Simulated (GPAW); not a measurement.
# Al2Pt (Fm-3m) in GPAW: notebook

Runs on Al2Pt. Level: PBE. Tasks: Fermi surface.

All numbers are computed with GPAW 26.7.0; they aren't measurements. Logs are shortened: lines on timing, memory, paths and dates and some standing lists are left out, and cuts for length are marked. The log counts tension as positive stress, the text compression.

### 1 Starting point

The structure is cubic, space group Fm-3m (No. 225). Conventional cell: a = 5.910 Å, b = 5.910 Å, c = 5.910 Å, α = 90.00°, β = 90.00°, γ = 90.00°. Around Pt (site symmetry m-3m) lie 8 Al at 2.56 Å. Al (site symmetry -43m) has 4 Pt at 2.56 Å as nearest neighbours.

### 2 Fermi surface, PBE

run.py

```python
import json
import numpy as np
from ase.dft.bandgap import bandgap
from ase.io import read, write
from ase.units import GPa
from gpaw import GPAW, PW

atoms = read('Al2Pt.xyz')

calc = GPAW(mode=PW(510),
            xc='PBE',
            kpts={'size': (8, 8, 8), 'gamma': True},
            occupations={'name': 'fermi-dirac', 'width': 0.05},
            nbands=23,
            convergence={'density': 1e-05, 'energy': 1e-05},
            maxiter=150,
            txt='gpaw.txt')
atoms.calc = calc
energy = atoms.get_potential_energy()
forces = atoms.get_forces()
stress = atoms.get_stress()
calc.write('gs.gpw')
write('result.traj', atoms)
print(f'Energy: {energy:.6f} eV')
print('Forces (eV/A):')
print(forces.round(4))
print('Stress (GPa):', (stress / GPa).round(3))
print('Fermi level:', round(calc.get_fermi_level(), 4), 'eV')
print(f'Gap: {bandgap(calc)[0]:.4f} eV, direct: {bandgap(calc, direct=True)[0]:.4f} eV')

size = (12, 12, 12)
dense = calc.fixed_density(kpts={'size': size, 'gamma': True}, update_fermi_level=True,
                           convergence={'bands': 'CBM+2.0', 'eigenstates': 1e-7}, txt='dense.txt')
ef = dense.get_fermi_level()
index = np.round(dense.get_bz_k_points() * size).astype(int) % size
recip = 2 * np.pi * atoms.cell.reciprocal()
sheets = []
for s, e_kn in enumerate(dense.eigenvalues()):
    for n in range(e_kn.shape[1] - 2):
        if e_kn[:, n].min() < ef < e_kn[:, n].max():
            e = np.empty(size)
            e[tuple(index.T)] = e_kn[dense.get_bz_to_ibz_map(), n] - ef
            de = np.array([(np.roll(e, -1, c) - np.roll(e, 1, c)) * size[c] / 2 for c in range(3)])
            v = np.linalg.norm(np.einsum('vc,cxyz->vxyz', np.linalg.inv(recip), de), axis=0)
            w = np.exp(-(e / 0.1)**2) / (0.1 * np.pi**0.5)
            sheets.append({'spin': s, 'band': n, 'filled': (e < 0).mean(), 'dos': w.mean(), 'bottom': e.min(), 'top': e.max(),
                           'velocity': (w * v).sum() / w.sum() * 1.519267e5, 'slice': e[:, :, 0].round(3).tolist()})
            print(f'spin {s} band {n}: filled share {sheets[-1]["filled"]:.3f}, from {e.min():.3f} to {e.max():.3f} eV,',
                  f'{w.mean():.3f} states/eV, mean velocity {sheets[-1]["velocity"]:.3e} m/s')
print('Fermi level on the dense mesh:', round(ef, 4), 'eV,', len(sheets), 'sheets')
json.dump({'ef': ef, 'sheets': sheets}, open('fermi.json', 'w'))
```

Al2Pt.xyz

```xyz
3
Lattice="0.0000000000 2.9550000000 2.9550000000 2.9550000000 0.0000000000 2.9550000000 2.9550000000 2.9550000000 0.0000000000" Properties=species:S:1:pos:R:3 pbc="T T T"
Pt     0.0000000000      0.0000000000      0.0000000000
Al     4.4325000000      4.4325000000      4.4325000000
Al     1.4775000000      1.4775000000      1.4775000000
```

Potentials or basis: GPAW PAW data sets (gpaw-data 1.2.1), pw.

On the command line:

```
$ OMP_NUM_THREADS=1 python run.py
```

gpaw.txt:

```text
__  _  _
 | _ |_)|_||  |
 |__||  | ||/\| - 26.7.0

Input parameters:
  mode=PW(ecut=510.0),
  convergence={'density': 1e-05, 'energy': 1e-05},
  kpts=MonkhorstPack(size=(8, 8, 8), gamma=True),
  maxiter=150,
  nbands=23,
  occupations=Occupations(name='fermi-dirac', width=0.05),
  xc=XC(name='PBE')

Diagonalizing LCAO Hamiltonian
Converting LCAO to pw mode

                     Al

            Al

       Pt

Atoms  # Å, Bohr magnetons
|   | symbol |        x |        y |        z |    initial magnetic moments |
|---|--------|----------|----------|----------|-----------------------------|
| 0 |     Pt | 0.000000 | 0.000000 | 0.000000 | ( 0.0000,  0.0000,  0.0000) |
| 1 |     Al | 4.432500 | 4.432500 | 4.432500 | ( 0.0000,  0.0000,  0.0000) |
| 2 |     Al | 1.477500 | 1.477500 | 1.477500 | ( 0.0000,  0.0000,  0.0000) |

Unit cell  # Å
| periodic |        x |        y |        z |  lengths |    angles |
|----------|----------|----------|----------|----------|-----------|
|      yes | 0.000000 | 2.955000 | 2.955000 | 4.179001 | 60.000000 |
|      yes | 2.955000 | 0.000000 | 2.955000 | 4.179001 | 60.000000 |
|      yes | 2.955000 | 2.955000 | 0.000000 | 4.179001 | 60.000000 |

Number of symmetries: 48
Symmetry operations  # r_c * U_cc + t_c -> r_c
|    | kind |            matrix            |
|----|------|------------------------------|
|  0 |  σ   |  1, 0, 0,  1, 0,-1,  1,-1, 0 |
|  1 |  C2  |  1, 0, 0,  1,-1, 0,  1, 0,-1 |
|  2 |  E   |  1, 0, 0,  0, 1, 0,  0, 0, 1 |
|  3 |  σ   |  1, 0, 0,  0, 0, 1,  0, 1, 0 |
|  4 |  C4  |  1, 0,-1,  1, 0, 0,  1,-1, 0 |
|  5 |  S6  |  1, 0,-1,  1,-1, 0,  1, 0, 0 |
|  6 |  σ   |  1, 0,-1,  0, 1,-1,  0, 0,-1 |
|  7 |  C3  |  1, 0,-1,  0, 0,-1,  0, 1,-1 |
|  8 |  S6  |  1,-1, 0,  1, 0, 0,  1, 0,-1 |
|  9 |  C4  |  1,-1, 0,  1, 0,-1,  1, 0, 0 |
| 10 |  C3  |  1,-1, 0,  0,-1, 1,  0,-1, 0 |
| 11 |  σ   |  1,-1, 0,  0,-1, 0,  0,-1, 1 |
| 12 |  σ   |  0, 1, 0,  1, 0, 0,  0, 0, 1 |
| 13 |  C4  |  0, 1, 0,  0, 1,-1, -1, 1, 0 |
| 14 |  C3  |  0, 1, 0,  0, 0, 1,  1, 0, 0 |
| 15 |  S6  |  0, 1, 0, -1, 1, 0,  0, 1,-1 |
| 16 |  C2  |  0, 1,-1,  1, 0,-1,  0, 0,-1 |
| 17 |  σ   |  0, 1,-1,  0, 1, 0, -1, 1, 0 |
| 18 |  S4  |  0, 1,-1,  0, 0,-1,  1, 0,-1 |
| 19 |  C4  |  0, 1,-1, -1, 1, 0,  0, 1, 0 |
| 20 |  C3  |  0, 0, 1,  1, 0, 0,  0, 1, 0 |
| 21 |  σ   |  0, 0, 1,  0, 1, 0,  1, 0, 0 |
| 22 |  S6  |  0, 0, 1,  0,-1, 1, -1, 0, 1 |
| 23 |  C4  |  0, 0, 1, -1, 0, 1,  0,-1, 1 |
| 24 |  S4  |  0, 0,-1,  1, 0,-1,  0, 1,-1 |
| 25 |  C3  |  0, 0,-1,  0, 1,-1,  1, 0,-1 |
| 26 |  C2  |  0, 0,-1,  0,-1, 0, -1, 0, 0 |
| 27 |  S6  |  0, 0,-1, -1, 0, 0,  0,-1, 0 |
| 28 |  S4  |  0,-1, 1,  1,-1, 0,  0,-1, 0 |
| 29 |  C4  |  0,-1, 1,  0, 0, 1, -1, 0, 1 |
| 30 |  C2  |  0,-1, 1,  0,-1, 0,  1,-1, 0 |
| 31 |  σ   |  0,-1, 1, -1, 0, 1,  0, 0, 1 |
| 32 |  C3  |  0,-1, 0,  1,-1, 0,  0,-1, 1 |
| 33 |  S6  |  0,-1, 0,  0, 0,-1, -1, 0, 0 |
| 34 |  S4  |  0,-1, 0,  0,-1, 1,  1,-1, 0 |
| 35 |  C2  |  0,-1, 0, -1, 0, 0,  0, 0,-1 |
| 36 |  C2  | -1, 1, 0,  0, 1, 0,  0, 1,-1 |
| 37 |  S6  | -1, 1, 0,  0, 1,-1,  0, 1, 0 |
| 38 |  S4  | -1, 1, 0, -1, 0, 1, -1, 0, 0 |
| 39 |  C3  | -1, 1, 0, -1, 0, 0, -1, 0, 1 |
| 40 |  S6  | -1, 0, 1,  0, 0, 1,  0,-1, 1 |
| 41 |  C2  | -1, 0, 1,  0,-1, 1,  0, 0, 1 |
| 42 |  C3  | -1, 0, 1, -1, 1, 0, -1, 0, 0 |
| 43 |  S4  | -1, 0, 1, -1, 0, 0, -1, 1, 0 |
| 44 |  C2  | -1, 0, 0,  0, 0,-1,  0,-1, 0 |
| 45 |  i   | -1, 0, 0,  0,-1, 0,  0, 0,-1 |
| 46 |  σ   | -1, 0, 0, -1, 1, 0, -1, 0, 1 |
| 47 |  C2  | -1, 0, 0, -1, 0, 1, -1, 1, 0 |

BZ-sampling:
  Number of BZ points: 512
  Number of IBZ points: 29

  Monkhorst-Pack size: [8, 8, 8]
  Monkhorst-Pack shift: [0.0625, 0.0625, 0.0625]

K-points  # in reciprocal-cell coordinates
|     |                                coordinates |     weight |
|-----|--------------------------------------------|------------|
|   0 | (  0.00000000,   0.00000000,   0.00000000) | 0.00195312 |
|   1 | (  0.12500000,   0.12500000,   0.00000000) | 0.01171875 |
|   2 | (  0.12500000,   0.12500000,   0.12500000) | 0.01562500 |
|   3 | (  0.25000000,   0.12500000,   0.12500000) | 0.02343750 |
|   4 | (  0.25000000,   0.25000000,   0.00000000) | 0.01171875 |
|   5 | (  0.25000000,   0.25000000,   0.12500000) | 0.04687500 |
|   6 | (  0.25000000,   0.25000000,   0.25000000) | 0.01562500 |
|   7 | (  0.37500000,   0.25000000,  -0.37500000) | 0.04687500 |
|   8 | (  0.37500000,   0.25000000,   0.12500000) | 0.04687500 |
|   9 | (  0.37500000,   0.25000000,   0.25000000) | 0.04687500 |
| ... |                                            |            |
|  28 | (  0.50000000,   0.50000000,   0.50000000) | 0.00781250 |

Plane wave coefficients: 1365
Cutoff: 510.0 eV

Spin-components: 1 (collinear spins)
Bands:           23
Projectors:      16
Spin-degeneracy: 2
Datatype:        complex128

Parallelization:
  kpt:    1
  domain: 1
  band:   1

Density:
  Valence electrons: 22.0
  Components: 1
  Grid points: [24 24 24]
  Charge: 0.0  # |e|

Potential:
  Grid points: [24 24 24]

species:
  Pt:
    name:    Platinum
    Z:       78.0
    valence: 16
    core:    62
    charge:  0.0  # [|e|]
    compensation charges:
      type: gauss
      rc: 0.41  # [Å]
      lmax: 2
    cutoffs:
      filter: 2.26  # [Å]
      core: 2.26  # [Å]
    projectors
    | kind |    occ | energy [eV] | rcut [Å] |
    |------|--------|-------------|----------|
    |   6s |  1.000 |      -5.628 |    1.307 |
    |   5p |  6.000 |     -56.051 |    1.371 |
    |   6p |  0.000 |      -0.845 |    1.371 |
    |   5d |  9.000 |      -6.153 |    1.307 |
    |    s |        |      21.583 |    1.307 |
    |    d |        |      21.058 |    1.307 |

    Using partial waves for Pt as LCAO basis

  Al:
    name:    Aluminium
    Z:       13.0
    valence: 3
    core:    10
    charge:  0.0  # [|e|]
    compensation charges:
      type: gauss
      rc: 0.34  # [Å]
      lmax: 2
    cutoffs:
      filter: 1.91  # [Å]
      core: 2.36  # [Å]
    projectors
    | kind |    occ | energy [eV] | rcut [Å] |
    |------|--------|-------------|----------|
    |   3s |  2.000 |      -7.753 |    1.085 |
    |   3p |  1.000 |      -2.712 |    1.085 |
    |    s |        |      19.459 |    1.085 |
    |    p |        |      24.499 |    1.085 |
    |    d |        |       0.000 |    1.085 |

    Using partial waves for Al as LCAO basis

Reference energy: -513582.209297  # eV

eigensolver:
  PPCG
  Converge bands: occupied
  niter=2

density mixing:
  MSR1-Mixer
  Pratt-step length: 0.05
  Maximum mixing coefficient: 0.75
  Old densities: 10
  SVD Regularization: 0.005
  Good broyden scale: 1.0
  Trust region scale: 1.0
  Backstep threshold: 4.0
  History deletion threshold: 6.0
  Fourier metric: weight=20.0, sigma=0.015

occupation numbers:
  Fermi-Dirac:
    width: 0.0500  # eV

poisson solver:
  ecut: 4080.0  # eV

xc functional:
  name: PBE with 2 nearest neighbor stencil

convergence criteria:
- Maximum integral of absolute [dens]ity change: 1e-05 electrons / valence electron
- Maximum [total energy] change in last 3 cyles: 1e-05 eV / valence electron
- Maximum integral of absolute [eigenst]ate change: 4e-08 eV^2 / valence electron
maximum number of iterations: 150

SCF iterations
|iter     | |      energy | eigst |  dens |
|---------|-|-------------|-------|-------|
|iter:   1| |  -17.262931 | +0.36 |       |
|iter:   2| |  -17.018757 | -2.20 | -0.99 |
|iter:   3| |  -16.493388 | -1.78 | -1.04 |
|iter:   4| |  -16.468517 | -3.07 | -1.47 |
|iter:   5| |  -16.461732 | -3.24 | -1.78 |
|iter:   6| |  -16.462074 | -4.50 | -2.59 |
|iter:   7| |  -16.462148 | -4.99 | -3.06 |
|iter:   8| |  -16.462148c| -6.90 | -3.97 |
|iter:   9| |  -16.462147c| -7.14 | -4.25 |
|iter:  10| |  -16.462147c| -8.40c| -5.60c|

Converged in 10 steps
Energy contributions relative to reference atoms: (reference = -513582.209297)

Energy contributions:
  Kinetic:           2.586273
  Coulomb:          -2.439794
  Zero:             -0.414968
  External:          0.000000
  Xc:              -16.187512
  Entropy:          -0.012292
  Spinorbit:         0.000000
  ----------------------------
  Free energy:     -16.468293
  Extrapolated:    -16.462147

dipole moment: (-20.493443, -20.493443, -20.493443)  # |e|*Ang

Fermi level: 7.602
Eigenvalues  # (at kpt = [0.000, 0.000, 0.000])
| band index |      eig [eV] | occ [0-2] |
|------------|---------------|-----------|
|          0 |       -45.576 |     2.000 |
|          1 |       -45.576 |     2.000 |
|          2 |       -45.576 |     2.000 |
|          3 |        -2.578 |     2.000 |
|          4 |         2.588 |     2.000 |
|          5 |         2.588 |     2.000 |
[... 9 lines left out ...]
|         15 |        13.010 |     0.000 |
|         16 |        13.980 |     0.000 |
|        ... |               |           |
|         22 |        20.323 |     0.000 |

No gap
No difference between direct/indirect transitions

Forces  # eV/Ang
|        x |        y |       z |
|----------|----------|---------|
|  0.00000 |  0.00000 | 0.00000 |  # Pt   0
| -0.00000 | -0.00000 | 0.00000 |  # Al   1
|  0.00000 |  0.00000 | 0.00000 |  # Al   2

Stress tensor  # eV/Ang^3
|         x |         y |         z |
|-----------|-----------|-----------|
| -0.018052 | -0.000000 | -0.000000 |
| -0.000000 | -0.018052 |  0.000000 |
| -0.000000 |  0.000000 | -0.018052 |

# Writing to gs.gpw (mode='')
```

Wall time 54 s (1 thread of Arm Neoverse V1, shared host); peak memory 0.23 GiB.

Results:

| Item | Value |
| --- | --- |
| Free energy | -16.4683 eV |
| Pressure | 2.9 GPa |
| Band gap on the k mesh | none (metal or under the smearing width) |

Levels at points of the mesh, in eV from the Fermi level:
```csv
k point,band 8,band 9,band 10,band 11,band 12,band 13,band 14,band 15
"(0.00, 0.00, 0.00)",-3.69,-3.69,2.99,3.86,3.86,3.86,5.41,5.41
"(0.50, 0.50, 0.00)",-3.75,-3.37,-3.20,-1.58,-1.58,3.14,3.39,8.12
"(0.50, 0.50, 0.50)",-3.65,-3.46,-3.46,1.05,1.05,3.80,5.14,5.14
```

Caveat: the cutoff is short for stress and forces, so pressures can be off by a GPa or more.

### 3 Fermi surface, PBE

This run uses another cell than the first one, of 16.34 Å³/atom, 0.950 times its volume.

run.py is that of step 2.

Al2Pt.xyz

```xyz
3
Lattice="0.0000000000 2.9049055767 2.9049055767 2.9049055767 0.0000000000 2.9049055767 2.9049055767 2.9049055767 0.0000000000" Properties=species:S:1:pos:R:3 pbc="T T T"
Pt     0.0000000000      0.0000000000      0.0000000000
Al     4.3573583651      4.3573583651      4.3573583651
Al     1.4524527884      1.4524527884      1.4524527884
```

Potentials or basis: GPAW PAW data sets (gpaw-data 1.2.1), pw.

On the command line:

```
$ OMP_NUM_THREADS=1 python run.py
```

gpaw.txt:

```text
__  _  _
 | _ |_)|_||  |
 |__||  | ||/\| - 26.7.0

Input parameters:
  mode=PW(ecut=510.0),
  convergence={'density': 1e-05, 'energy': 1e-05},
  kpts=MonkhorstPack(size=(8, 8, 8), gamma=True),
  maxiter=150,
  nbands=23,
  occupations=Occupations(name='fermi-dirac', width=0.05),
  xc=XC(name='PBE')

Diagonalizing LCAO Hamiltonian
Converting LCAO to pw mode

                     Al

            Al

       Pt

Atoms  # Å, Bohr magnetons
|   | symbol |        x |        y |        z |    initial magnetic moments |
|---|--------|----------|----------|----------|-----------------------------|
| 0 |     Pt | 0.000000 | 0.000000 | 0.000000 | ( 0.0000,  0.0000,  0.0000) |
| 1 |     Al | 4.357358 | 4.357358 | 4.357358 | ( 0.0000,  0.0000,  0.0000) |
| 2 |     Al | 1.452453 | 1.452453 | 1.452453 | ( 0.0000,  0.0000,  0.0000) |

Unit cell  # Å
| periodic |        x |        y |        z |  lengths |    angles |
|----------|----------|----------|----------|----------|-----------|
|      yes | 0.000000 | 2.904906 | 2.904906 | 4.108157 | 60.000000 |
[... 202 lines left out ...]
Energy contributions relative to reference atoms: (reference = -513582.209297)

Energy contributions:
  Kinetic:          13.204216
  Coulomb:         -11.217396
  Zero:             -0.420011
  External:          0.000000
  Xc:              -17.913491
  Entropy:          -0.011797
  Spinorbit:         0.000000
  ----------------------------
  Free energy:     -16.358479
  Extrapolated:    -16.352580

dipole moment: (-20.174308, -20.174308, -20.174308)  # |e|*Ang

Fermi level: 8.217
Eigenvalues  # (at kpt = [0.000, 0.000, 0.000])
| band index |      eig [eV] | occ [0-2] |
|------------|---------------|-----------|
|          0 |       -45.119 |     2.000 |
|          1 |       -45.119 |     2.000 |
|          2 |       -45.119 |     2.000 |
|          3 |        -2.340 |     2.000 |
|          4 |         2.917 |     2.000 |
|          5 |         2.917 |     2.000 |
[... 9 lines left out ...]
|         15 |        13.912 |     0.000 |
|         16 |        14.784 |     0.000 |
|        ... |               |           |
|         22 |        21.690 |     0.000 |

No gap
No difference between direct/indirect transitions

Forces  # eV/Ang
|        x |        y |       z |
|----------|----------|---------|
|  0.00000 |  0.00000 | 0.00000 |  # Pt   0
| -0.00000 | -0.00000 | 0.00000 |  # Al   1
|  0.00000 |  0.00000 | 0.00000 |  # Al   2

Stress tensor  # eV/Ang^3
|         x |         y |         z |
|-----------|-----------|-----------|
| -0.068655 |  0.000000 |  0.000000 |
|  0.000000 | -0.068655 |  0.000000 |
|  0.000000 |  0.000000 | -0.068655 |

# Writing to gs.gpw (mode='')
```

stdout:

```text
Energy: -16.352580 eV
Forces (eV/A):
[[ 0.  0.  0.]
 [-0. -0.  0.]
 [ 0.  0.  0.]]
Stress (GPa): [-11. -11. -11.   0.   0.   0.]
Fermi level: 8.217 eV
Gap: 0.0000 eV, direct: 0.0000 eV
spin 0 band 9: filled share 0.917, from -3.715 to 3.336 eV, 0.061 states/eV, mean velocity 1.500e+06 m/s
spin 0 band 10: filled share 0.700, from -2.921 to 3.845 eV, 0.221 states/eV, mean velocity 9.772e+05 m/s
spin 0 band 11: filled share 0.373, from -1.731 to 3.845 eV, 0.264 states/eV, mean velocity 6.714e+05 m/s
Fermi level on the dense mesh: 8.2623 eV, 3 sheets
```

dense.txt:

```text
Diagonalizing LCAO Hamiltonian
Converting LCAO to pw mode
convergence criteria:
- Maximum integral of absolute [eigenst]ate change: 1e-07 eV^2 / valence electron
maximum number of iterations: 150

SCF iterations
|iter     | |      energy | eigst |  dens |
|---------|-|-------------|-------|-------|
|iter:   1| |             | +0.19 |       |
|iter:   2| |             | -2.11 |       |
|iter:   3| |             | -3.90 |       |
|iter:   4| |             | -5.18 |       |
|iter:   5| |             | -6.77 |       |
|iter:   6| |             | -7.56c|       |
SCF steps: 6
  __  _  _
 | _ |_)|_||  |
 |__||  | ||/\| - 26.7.0

Input parameters:
  mode=PW(ecut=510.0),
  convergence={'bands': 'CBM+2.0', 'eigenstates': 1e-07},
  gpts=array([24, 24, 24]),
  kpts=MonkhorstPack(size=(12, 12, 12), gamma=True),
  maxiter=150,
  nbands=23,
  occupations=Occupations(name='fermi-dirac', width=0.05),
  xc=XC(name='PBE')
```

Wall time 53 s (1 thread of Arm Neoverse V1, shared host); peak memory 0.23 GiB.

What came out:

```yaml
Free_energy: -16.3585 eV
Pressure: 11.0 GPa
Band_gap_on_the_k_mesh: none (metal or under the smearing width)
```

Caveat: the cutoff is short for stress and forces, so pressures can be off by a GPa or more. Spin-orbit coupling is left out, which matters for the levels of Pt.

[end of part 1 of 3]
